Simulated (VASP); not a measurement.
# Nb: drag along a line

Nb, slab, 13 atoms in the cell. PBE, constrained relaxations along a path; PAW potentials Nb_sv (PBE set).

Path: drag along a line, Nb hops from a hollow site to the next hollow site of Nb(100).

## Input

INCAR:
```
ALGO     = Normal         # electronic algorithm
EDIFF    = 1E-6           # SCF threshold, eV
EDIFFG   = -0.03          # ionic threshold
ENCUT    = 300            # plane-wave cutoff, eV
IBRION   = 2              # ionic algorithm
ISIF     = 2              # what is computed and relaxed
ISMEAR   = 1              # smearing method
KPAR     = 2            
LASPH    = T              # aspherical terms in the spheres
LCHARG   = F              # write CHGCAR
LREAL    = F              # projectors in reciprocal space
LWAVE    = F              # write WAVECAR
NELM     = 100            # most SCF steps
NSW      = 60             # ionic steps
POTIM    = 0.5            # step
PREC     = Normal         # precision mode
SIGMA    = 0.1            # smearing width, eV
```

KPOINTS:
```
k-points
0
Gamma
  3 3 1
```

POSCAR.step1:
```
Nb
1.0
    5.9821233688      0.0000000000      0.0000000000
    0.0000000000      5.9821233688      0.0000000000
    0.0000000000      0.0000000000     19.4000000000
Nb
13
Selective dynamics
Direct
    0.0000000000      0.0000000000      0.3092783505  F F F
    0.5000000000      0.0000000000      0.3092783505  F F F
    0.0000000000      0.5000000000      0.3092783505  F F F
    0.5000000000      0.5000000000      0.3092783505  F F F
    0.2500000000      0.2500000000      0.4182989691  T T T
    0.7500000000      0.2500000000      0.4182989691  T T T
    0.2500000000      0.7500000000      0.4182989691  T T T
    0.7500000000      0.7500000000      0.4182989691  T T T
    0.0000000000      0.0000000000      0.5273195876  T T T
    0.5000000000      0.0000000000      0.5273195876  T T T
    0.0000000000      0.5000000000      0.5273195876  T T T
    0.5000000000      0.5000000000      0.5273195876  T T T
    0.2500000000      0.2500000000      0.6520910586  F T T
```

POSCAR.step2:
```
Nb
1.0
    5.9821233688      0.0000000000      0.0000000000
    0.0000000000      5.9821233688      0.0000000000
    0.0000000000      0.0000000000     19.4000000000
Nb
13
Selective dynamics
Direct
    0.0000000000      0.0000000000      0.3092783505  F F F
    0.5000000000      0.0000000000      0.3092783505  F F F
    0.0000000000      0.5000000000      0.3092783505  F F F
    0.5000000000      0.5000000000      0.3092783505  F F F
    0.2500000000      0.2500000000      0.4182989691  T T T
    0.7500000000      0.2500000000      0.4182989691  T T T
    0.2500000000      0.7500000000      0.4182989691  T T T
    0.7500000000      0.7500000000      0.4182989691  T T T
    0.0000000000      0.0000000000      0.5273195876  T T T
    0.5000000000      0.0000000000      0.5273195876  T T T
    0.0000000000      0.5000000000      0.5273195876  T T T
    0.5000000000      0.5000000000      0.5273195876  T T T
    0.1500000000      0.2500000000      0.6520910586  F T T
```

POSCAR.step3:
```
Nb
1.0
    5.9821233688      0.0000000000      0.0000000000
    0.0000000000      5.9821233688      0.0000000000
    0.0000000000      0.0000000000     19.4000000000
Nb
13
Selective dynamics
Direct
    0.0000000000      0.0000000000      0.3092783505  F F F
    0.5000000000      0.0000000000      0.3092783505  F F F
    0.0000000000      0.5000000000      0.3092783505  F F F
    0.5000000000      0.5000000000      0.3092783505  F F F
    0.2500000000      0.2500000000      0.4182989691  T T T
    0.7500000000      0.2500000000      0.4182989691  T T T
    0.2500000000      0.7500000000      0.4182989691  T T T
    0.7500000000      0.7500000000      0.4182989691  T T T
    0.0000000000      0.0000000000      0.5273195876  T T T
    0.5000000000      0.0000000000      0.5273195876  T T T
    0.0000000000      0.5000000000      0.5273195876  T T T
    0.5000000000      0.5000000000      0.5273195876  T T T
    0.0750000000      0.2500000000      0.6520910586  F T T
```

POSCAR.step4:
```
Nb
1.0
    5.9821233688      0.0000000000      0.0000000000
    0.0000000000      5.9821233688      0.0000000000
    0.0000000000      0.0000000000     19.4000000000
Nb
13
Selective dynamics
Direct
    0.0000000000      0.0000000000      0.3092783505  F F F
    0.5000000000      0.0000000000      0.3092783505  F F F
    0.0000000000      0.5000000000      0.3092783505  F F F
    0.5000000000      0.5000000000      0.3092783505  F F F
    0.2500000000      0.2500000000      0.4182989691  T T T
    0.7500000000      0.2500000000      0.4182989691  T T T
    0.2500000000      0.7500000000      0.4182989691  T T T
    0.7500000000      0.7500000000      0.4182989691  T T T
    0.0000000000      0.0000000000      0.5273195876  T T T
    0.5000000000      0.0000000000      0.5273195876  T T T
    0.0000000000      0.5000000000      0.5273195876  T T T
    0.5000000000      0.5000000000      0.5273195876  T T T
    0.0000000000      0.2500000000      0.6520910586  F T T
```

POSCAR.step5:
```
Nb
1.0
    5.9821233688      0.0000000000      0.0000000000
    0.0000000000      5.9821233688      0.0000000000
    0.0000000000      0.0000000000     19.4000000000
Nb
13
Selective dynamics
Direct
    0.0000000000      0.0000000000      0.3092783505  F F F
    0.5000000000      0.0000000000      0.3092783505  F F F
    0.0000000000      0.5000000000      0.3092783505  F F F
    0.5000000000      0.5000000000      0.3092783505  F F F
    0.2500000000      0.2500000000      0.4182989691  T T T
    0.7500000000      0.2500000000      0.4182989691  T T T
    0.2500000000      0.7500000000      0.4182989691  T T T
    0.7500000000      0.7500000000      0.4182989691  T T T
    0.0000000000      0.0000000000      0.5273195876  T T T
    0.5000000000      0.0000000000      0.5273195876  T T T
    0.0000000000      0.5000000000      0.5273195876  T T T
    0.5000000000      0.5000000000      0.5273195876  T T T
   -0.0750000000      0.2500000000      0.6520910586  F T T
```

POSCAR.step6:
```
Nb
1.0
    5.9821233688      0.0000000000      0.0000000000
    0.0000000000      5.9821233688      0.0000000000
    0.0000000000      0.0000000000     19.4000000000
Nb
13
Selective dynamics
Direct
    0.0000000000      0.0000000000      0.3092783505  F F F
    0.5000000000      0.0000000000      0.3092783505  F F F
    0.0000000000      0.5000000000      0.3092783505  F F F
    0.5000000000      0.5000000000      0.3092783505  F F F
    0.2500000000      0.2500000000      0.4182989691  T T T
    0.7500000000      0.2500000000      0.4182989691  T T T
    0.2500000000      0.7500000000      0.4182989691  T T T
    0.7500000000      0.7500000000      0.4182989691  T T T
    0.0000000000      0.0000000000      0.5273195876  T T T
    0.5000000000      0.0000000000      0.5273195876  T T T
    0.0000000000      0.5000000000      0.5273195876  T T T
    0.5000000000      0.5000000000      0.5273195876  T T T
   -0.1500000000      0.2500000000      0.6520910586  F T T
```

POSCAR.step7:
```
Nb
1.0
    5.9821233688      0.0000000000      0.0000000000
    0.0000000000      5.9821233688      0.0000000000
    0.0000000000      0.0000000000     19.4000000000
Nb
13
Selective dynamics
Direct
    0.0000000000      0.0000000000      0.3092783505  F F F
    0.5000000000      0.0000000000      0.3092783505  F F F
    0.0000000000      0.5000000000      0.3092783505  F F F
    0.5000000000      0.5000000000      0.3092783505  F F F
    0.2500000000      0.2500000000      0.4182989691  T T T
    0.7500000000      0.2500000000      0.4182989691  T T T
    0.2500000000      0.7500000000      0.4182989691  T T T
    0.7500000000      0.7500000000      0.4182989691  T T T
    0.0000000000      0.0000000000      0.5273195876  T T T
    0.5000000000      0.0000000000      0.5273195876  T T T
    0.0000000000      0.5000000000      0.5273195876  T T T
    0.5000000000      0.5000000000      0.5273195876  T T T
   -0.2500000000      0.2500000000      0.6520910586  F T T
```

Commands (each step's output is kept before the next begins):
```
cat potpaw_PBE.64/Nb_sv/POTCAR > POTCAR
cp POSCAR.step1 POSCAR
mpirun -np 8 vasp_std > vasp.out
cp POSCAR.step2 POSCAR
mpirun -np 8 vasp_std > vasp.out
cp POSCAR.step3 POSCAR
mpirun -np 8 vasp_std > vasp.out
cp POSCAR.step4 POSCAR
mpirun -np 8 vasp_std > vasp.out
cp POSCAR.step5 POSCAR
mpirun -np 8 vasp_std > vasp.out
cp POSCAR.step6 POSCAR
mpirun -np 8 vasp_std > vasp.out
cp POSCAR.step7 POSCAR
mpirun -np 8 vasp_std > vasp.out
```

## Result

- Barrier (eV): 1.364
- Ionic steps, all stages: 198
- Electronic steps, all stages: 3253

Energy along the pull:

| Share of the way | Energy above the start (eV) |
|---|---|
| 0 | 0.000 |
| 0.2 | -0.336 |
| 0.35 | -0.214 |
| 0.5 | 1.364 |
| 0.65 | -0.214 |
| 0.8 | -0.336 |
| 1 | 0.000 |

The slab is face-centred cubic Nb(100), which isn't the element's stable structure, in-plane cell 5.98 × 5.98 Å, with 3 × 3 k points.

Limits: the adatom repeats in each 2 x 2 surface cell, and the slab has three layers.

VASP 6.6.1 took 6345 s on 8 cores (Intel Xeon Platinum 8488C (Sapphire Rapids)), a shared host.
